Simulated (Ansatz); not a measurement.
Molecular dynamics on a 2×2×2 supercell (16 atoms) of ZnSe (zincblende), relaxed with r2SCAN. Forces come from PBEsol in the plane-wave code Ansatz: a Langevin thermostat at fixed volume, 600 K, steps of 2 fs. Classical nuclei, no spin polarisation; a few dozen steps show the first response, not equilibrium.

```yaml
crystal:
  lattice:
    - [0.0, 5.664841361, 5.664841361]
    - [5.664841361, 0.0, 5.664841361]
    - [5.664841361, 5.664841361, 0.0]
  atoms:
    - { symbol: Zn, position: [0.0, 0.0, 0.0] }
    - { symbol: Se, position: [0.125, 0.125, 0.125] }
    - { symbol: Zn, position: [0.0, 0.0, 0.5] }
    - { symbol: Se, position: [0.125, 0.125, 0.625] }
    - { symbol: Zn, position: [0.0, 0.5, 0.0] }
    - { symbol: Se, position: [0.125, 0.625, 0.125] }
    - { symbol: Zn, position: [0.0, 0.5, 0.5] }
    - { symbol: Se, position: [0.125, 0.625, 0.625] }
    - { symbol: Zn, position: [0.5, 0.0, 0.0] }
    - { symbol: Se, position: [0.625, 0.125, 0.125] }
    - { symbol: Zn, position: [0.5, 0.0, 0.5] }
    - { symbol: Se, position: [0.625, 0.125, 0.625] }
    - { symbol: Zn, position: [0.5, 0.5, 0.0] }
    - { symbol: Se, position: [0.625, 0.625, 0.125] }
    - { symbol: Zn, position: [0.5, 0.5, 0.5] }
    - { symbol: Se, position: [0.625, 0.625, 0.625] }
kpoints:
  mp_grid: { grid: [2, 2, 2] }
hamiltonian:
  xc: pbesol
scf:
  occupations: { method: fermi_dirac, width: 0.052 }
md:
  ensemble: nvt_langevin
  temperature: 600
  timestep: 2.0
  n_steps: 40
  initial_velocities: maxwell_boltzmann
  seed: 7670
```

Command: `ansatz run input.yaml --threads 4 --pin off --max-ram 3686MiB --backend cpu --events-out ev --progress --plain --runs-dir out`.

Task: What wall time did it need on 4 threads of Arm Neoverse N1, on a shared host, load about 0.9 per core, and how much host memory at the peak?

Result: About 6.3 min, with a peak of 1.6 GiB.

Task: How do temperature and energy develop?

Result: The temperature starts at 562 K, is lowest at step 18 (364 K, 36 fs) and ends at 495 K. The atoms start on their lattice sites with kinetic energy alone, so much of it first passes into potential energy. By the last step the atoms have moved 0.20 Å in the root mean square, the drift of the whole cell taken out, 0.34 Å at most.

| step | t (fs) | T (K) | free energy F from step 0 (meV/atom) | kinetic energy (meV/atom) | largest force (eV/Å) |
| --- | --- | --- | --- | --- | --- |
| 0 | 0 | 562 | 0.0 | 72.7 | 0.00 |
| 1 | 2 | 553 | 0.3 | 71.5 | 0.12 |
| 2 | 4 | 584 | 1.1 | 75.5 | 0.23 |
| 3 | 6 | 554 | 2.4 | 71.6 | 0.35 |
| 4 | 8 | 541 | 4.2 | 69.9 | 0.46 |
| 5 | 10 | 447 | 6.4 | 57.8 | 0.58 |
| 6 | 12 | 435 | 8.8 | 56.2 | 0.69 |
| 7 | 14 | 407 | 11.4 | 52.6 | 0.80 |
| 8 | 16 | 366 | 13.9 | 47.3 | 0.89 |
| 9 | 18 | 416 | 16.6 | 53.8 | 0.97 |
| 10 | 20 | 459 | 19.6 | 59.3 | 1.06 |
| 11 | 22 | 399 | 22.7 | 51.6 | 1.15 |
| 12 | 24 | 466 | 25.8 | 60.2 | 1.20 |
| 13 | 26 | 389 | 28.8 | 50.3 | 1.24 |
| 14 | 28 | 371 | 31.7 | 47.9 | 1.28 |
| 15 | 30 | 404 | 34.4 | 52.2 | 1.29 |
| 16 | 32 | 397 | 37.0 | 51.3 | 1.29 |
| 17 | 34 | 368 | 39.2 | 47.6 | 1.30 |
| 18 | 36 | 364 | 41.1 | 47.1 | 1.32 |
| 19 | 38 | 374 | 43.1 | 48.3 | 1.32 |
| 20 | 40 | 396 | 45.2 | 51.2 | 1.30 |
| 21 | 42 | 371 | 47.3 | 48.0 | 1.27 |
| 22 | 44 | 369 | 49.2 | 47.6 | 1.28 |
| 23 | 46 | 383 | 50.8 | 49.6 | 1.31 |
| 24 | 48 | 390 | 52.1 | 50.4 | 1.36 |
| 25 | 50 | 406 | 53.3 | 52.5 | 1.40 |
| 26 | 52 | 396 | 54.1 | 51.2 | 1.43 |
| 27 | 54 | 370 | 54.6 | 47.8 | 1.45 |
| 28 | 56 | 430 | 54.7 | 55.5 | 1.46 |
| 29 | 58 | 404 | 54.5 | 52.2 | 1.45 |
| 30 | 60 | 387 | 54.2 | 50.0 | 1.48 |
| 31 | 62 | 414 | 53.8 | 53.5 | 1.52 |
| 32 | 64 | 434 | 53.2 | 56.1 | 1.57 |
| 33 | 66 | 453 | 52.5 | 58.5 | 1.61 |
| 34 | 68 | 469 | 52.0 | 60.7 | 1.67 |
| 35 | 70 | 450 | 51.7 | 58.1 | 1.72 |
| 36 | 72 | 438 | 51.3 | 56.6 | 1.75 |
| 37 | 74 | 507 | 50.7 | 65.6 | 1.76 |
| 38 | 76 | 487 | 49.7 | 62.9 | 1.73 |
| 39 | 78 | 544 | 48.5 | 70.3 | 1.65 |
| 40 | 80 | 495 | 47.3 | 64.0 | 1.55 |

Positions (Å) and forces (eV/Å) at step 40:
```
Zn   0.021   0.109  -0.122     0.428  -1.092   0.505
Se   1.339   1.453   1.349     0.806   0.355   0.071
Zn   3.072   2.804  -0.005    -0.591   0.618   0.415
Se   4.354   4.393   1.519    -0.387  -0.559  -0.533
Zn   2.897   0.063   2.599     0.057  -0.084   0.351
Se   4.231   1.426   4.362    -1.055   0.196  -1.123
Zn   5.621   2.758   2.917    -0.368   0.272  -0.254
Se   7.172   4.175   4.031     0.937   0.052   0.714
Zn  -0.136   2.716   2.892     0.110  -0.001  -0.130
Se   1.373   4.183   4.142    -0.211   0.488   0.139
Zn   2.820   5.821   2.874     0.035  -0.736  -0.152
Se   4.306   6.876   4.396     0.346   0.413  -0.124
Zn   2.579   2.789   5.650     0.727   0.261   0.010
Se   4.306   4.148   6.978    -0.586  -0.107   0.357
Zn   5.879   5.355   5.647     0.031   0.404   0.023
Se   7.018   7.071   7.131    -0.282  -0.480  -0.267
```
